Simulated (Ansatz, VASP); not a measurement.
Two plane-wave programs on SnO

The input INCAR:

```
SYSTEM = SnO
PREC = Accurate
ENCUT = 520
EDIFF = 1E-7
ISMEAR = 0
SIGMA = 0.05
LREAL = .False.
LASPH = .True.
NELM = 100
ALGO = Fast
ISIF = 2
LWAVE = .False.
LCHARG = .True.
LDIPOL = .True.
IDIPOL = 3
DIPOL = 0.5 0.5 0.401
GGA = PE
IVDW = 12
LELF = .True.
LVHAR = .True.
LVACPOTAV = .True.
NBANDS = 50
```

File KPOINTS:

```
regular mesh
0
Gamma
  7 7 1
  0 0 0
```

POSCAR

```
SnO
1.0
    3.8206509079      0.0000053603      0.0000000000
   -0.0000052472      3.8206509079      0.0000000000
    0.0000000000      0.0000000000     22.2280089981
Sn O
4 4
Direct
    0.9998502662      0.9998502662      0.2024472817
    0.4998491692      0.4998491692      0.3087997895
    0.4998491692      0.9998491692      0.4932517573
    0.9998502662      1.4998502662      0.5996042650
    0.9998512723      0.4998508145      0.2556235141
    0.4998508145      0.9998512723      0.2556235141
    0.4998481630      1.4998486208      0.5464279896
    0.9998486208      0.9998481630      0.5464279896
```

Input for Ansatz:

```yaml
crystal:
  lattice:
    - [3.8206509079, 5.3603e-06, 0.0]
    - [-5.2472e-06, 3.8206509079, 0.0]
    - [0.0, 0.0, 22.2280089981]
  atoms:
    - { symbol: Sn, position: [0.9998502662, 0.9998502662, 0.2024472817] }
    - { symbol: O, position: [0.9998512723, 0.4998508145, 0.2556235141] }
    - { symbol: O, position: [0.4998508145, 0.9998512723, 0.2556235141] }
    - { symbol: Sn, position: [0.4998491692, 0.4998491692, 0.3087997895] }
    - { symbol: Sn, position: [0.4998491692, 0.9998491692, 0.4932517573] }
    - { symbol: O, position: [0.499848163, 1.4998486208, 0.5464279896] }
    - { symbol: O, position: [0.9998486208, 0.999848163, 0.5464279896] }
    - { symbol: Sn, position: [0.9998502662, 1.4998502662, 0.599604265] }
basis:
  ecutwfc: 420
kpoints:
  mp_grid: { grid: [7, 7, 1] }
hamiltonian:
  xc: pbe
  dispersion: d3bj
scf:
  occupations: { method: gaussian, width: 0.05 }
output:
  forces: true
  eigenvalues: true
efield:
  axis: 3
  dipole_correction: true
  ramp_width: 0.04
```

Alike in both runs: task single point; functional PBE; dispersion D3(BJ); k mesh 7 × 7 × 1; occupations gaussian, width 0.05 eV; no spin polarisation.

|  | VASP | Ansatz |
| --- | --- | --- |
| version | VASP 6.6.1 | Ansatz 0.2.0 |
| potentials or method | VASP PAW PBE potentials, release 64 (Sn_d, O) | scalar-relativistic, plane waves, PAW |
| plane-wave cutoff (eV) | 520 | 420 |
| valence electrons in the cell | 80 | 80 |

|  | VASP | Ansatz | Ansatz less VASP |
| --- | --- | --- | --- |
| gap on the k mesh at the Fermi level (eV) | 2.40 | 2.41 | +0.006 |
| least direct gap on the mesh (eV) | 2.55 | 2.59 | +0.039 |
| rms of the force components (eV/Å) | 0.040 | 0.012 | -0.0283 |

With one functional, cell and mesh, what is left measures potentials, basis and numerics. Ansatz warned: «structure_snapped_to_symmetry».

Caveats: spin-orbit coupling is left out, which moves the levels of the heavy elements.
